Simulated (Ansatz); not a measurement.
LiI (rock salt, space group No. 225), LDA in the plane-wave PAW code Ansatz: ε∞ = 4.49, cell volume 48.89 Å³. Infrared-active transverse modes:

```tsv
ω_TO (cm⁻¹)	oscillator strength S_xx (e²/amu)
169.8	0.2517
```

**Question.** Compute the static dielectric constant.

**Answer.** Each mode adds (4.921e7/V) S/ω²: 8.79. So ε0 = 13.3.

**Question.** What LO frequency does the Lyddane–Sachs–Teller relation give?

**Answer.** ω_LO = ω_TO √(ε0/ε∞) = 292 cm⁻¹.

Space group Fm-3m (rock salt). The LDA relaxation kept the symmetry of its start; phonons on a q-mesh show no instability. Scalar-relativistic: spin–orbit coupling is off unless named, which matters more the heavier the elements.

Potentials: the later of the program's two PAW sets.
